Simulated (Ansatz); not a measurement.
Crystal: Zr.

```
Zr
1.0
     3.23200    0.00000    0.00000
    -1.61600    2.79899    0.00000
     0.00000    0.00000    5.14700
Zr
2
Direct
  0.66667 0.33333 0.75000
  0.33333 0.66667 0.25000
```

Base run:

```yaml
Program: Ansatz 0.2.0
Functional: revPBE
Potentials_or_basis: Ansatz PAW
Cutoff: "420 eV (not typed: the program's choice for these potentials)"
k_mesh: 9 × 9 × 5
Occupations: fermi-dirac, width 0.05 eV
Spin: no spin polarisation
```

Its results: band gap on the k mesh none (metal or under the smearing width); pressure 2.1 GPa.

Task: After a change of settings the same cell gave: band gap on the k mesh none (metal or under the smearing width); pressure -3.3 GPa. Which change was it?
A. functional from revPBE to PBE; occupations from fermi-dirac, width 0.05 eV to gaussian, width 0.027 eV
B. functional from revPBE to PBEsol
C. functional from revPBE to RPBE
D. functional from revPBE to PBEsol0; k mesh from 9 × 9 × 5 to 5 × 5 × 3

Result: B.

PBEsol binds more tightly than revPBE, so the same cell stands under less pressure.

Caveats: the PAW data sets come from PBE, with cores solved anew for the run's functional, which leaves a small shift of forces and pressure.
